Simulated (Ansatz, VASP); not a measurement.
Two plane-wave programs on NaI

Contents of INCAR:

```
ALGO     = Normal         # electronic algorithm
EDIFF    = 1E-6           # SCF threshold, eV
ENCUT    = 520            # plane-wave cutoff, eV
GGA      = PS             # functional
ISIF     = 2              # what is computed and relaxed
ISMEAR   = 0              # smearing method
LASPH    = True           # aspherical terms in the spheres
LCHARG   = False          # write CHGCAR
LREAL    = False          # projectors in reciprocal space
LWAVE    = False          # write WAVECAR
NBANDS   = 14             # bands
NELM     = 60             # most SCF steps
PREC     = Accurate       # precision mode
SIGMA    = 0.01           # smearing width, eV
```

File KPOINTS:

```
k-points
0
Gamma
  4 4 4
```

POSCAR

```
NaI
1.0
    0.0000000000      3.2364000000      3.2364000000
    3.2364000000      0.0000000000      3.2364000000
    3.2364000000      3.2364000000      0.0000000000
Na I
1 1
Direct
    0.0000000000      0.0000000000      0.0000000000
    0.5100000000      0.5000000000      0.5000000000
```

Input for Ansatz:

```yaml
crystal:
  lattice:
    - [0.0, 3.2364, 3.2364]
    - [3.2364, 0.0, 3.2364]
    - [3.2364, 3.2364, 0.0]
  atoms:
    - { symbol: Na, position: [0.0, 0.0, 0.0] }
    - { symbol: I, position: [0.51, 0.5, 0.5] }
basis:
  ecutwfc: 470.0
kpoints:
  mp_grid:
    grid: [4, 4, 4]
hamiltonian:
  xc: pbesol
scf:
  occupations:
    method: fixed
output:
  forces: true
```

Alike in both runs: task single point; functional PBEsol; k mesh 4 × 4 × 4; no spin polarisation.

|  | VASP | Ansatz |
| --- | --- | --- |
| version | VASP 6.6.1 | Ansatz 0.2.0 |
| potentials or method | VASP PAW PBE potentials, release 64 (Na_pv, I) | plane waves, PAW |
| plane-wave cutoff (eV) | 520 | 470 |
| occupations | gaussian, width 0.01 eV | fixed |
| valence electrons in the cell | 14 | 26 |

```tsv
	VASP	Ansatz	Ansatz less VASP
gap on the k mesh at the Fermi level (eV)	3.50	3.51	+0.004
rms of the force components (eV/Å)	0.022	0.022	-0.0003
```

Atom by atom the forces differ by 0.000 eV/Å (rms over components). The two sets of potentials don't hold the same shells in valence.

Caveats: the k mesh is coarse (spacing up to 0.42 Å⁻¹), so the values aren't converged; the PAW data sets were made with another functional, which shifts forces and pressure a little (VASP); spin-orbit coupling is left out, which moves the levels of the heavy elements. Expect the measured gap to be larger: semilocal functionals such as PBEsol lack the derivative discontinuity.
